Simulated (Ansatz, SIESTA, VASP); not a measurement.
One calculation of C, 7 ways

The starting cell:

```
C
1.0
     0.00000    1.78337    1.78337
     1.78337    0.00000    1.78337
     1.78337    1.78337    0.00000
C
2
Direct
  0.75000 0.75000 0.75000
  0.50000 0.50000 0.50000
```

Alike in all runs: task relaxation of cell and atoms; functional PBE; k mesh 13 × 13 × 13; occupations fermi-dirac, width 0.05 eV; no spin polarisation; no spin-orbit coupling.

| program and potentials | plane-wave cutoff (eV) | notes | equilibrium volume (Å³/atom) |
| --- | --- | --- | --- |
| SIESTA, files PseudoDojo sr-pbe-0.4.1-standard, TZDP (energy shift 0.002 Ry) | - | atomic basis | 5.75 |
| VASP, PBE PAW files C_s, 480 eV | 480 | - | 5.71 |
| VASP, PBE PAW files C, release 54, 580 eV | 580 | - | 5.70 |
| VASP, PBE PAW files C, release 54, 600 eV | 600 | - | 5.70 |
| VASP, PBE PAW files C_h, 980 eV | 980 | - | 5.69 |
| SIESTA, files PseudoDojo sr-pbe-0.4.1-standard, TZP (energy shift 0.002 Ry) | - | atomic basis | 5.74 |
| Ansatz, all-electron LAPW, scalar-relativistic | - | - | 5.69 |

The equilibrium volume spans 5.69 (VASP, PBE PAW files C_h, 980 eV) to 5.75 Å³/atom (SIESTA, files PseudoDojo sr-pbe-0.4.1-standard, TZDP (energy shift 0.002 Ry)), with all-electron results at 5.69. Relaxations stop with a little pressure left, so the last digit of a volume isn't settled. Rows in atomic bases carry the error of their basis and grid, which can be large.

Differences between rows come from potentials, basis sets and numerical settings, since the functional is the same but for its coding. Runs on potential files found faulty are left out.

The cell is diamond, and its equilibrium volume is nearly independent of how the core is treated: the PAW results run from 5.69 to 5.71 Å³/atom, against 5.69 for all-electron LAPW. Strong, directional sigma bonds between tetrahedrally coordinated atoms make the lattice very stiff, so a small spurious pressure shifts the volume very little. Carbon is nonetheless a demanding test of a potential, because its valence p shell has no p core state beneath it and is therefore compact, while the bonds are short. The differences among the PAW sets are too small to establish a trend with hardness.

The two SIESTA volumes, 5.74 and 5.75, lie above all the others. Going from TZP to TZDP doesn't bring them closer to the all-electron value, which suggests that a lack of polarisation functions isn't the main cause. The radial extent of the orbitals or the pseudopotential itself remains possible, and a plane-wave run with the same PseudoDojo files would separate the two.
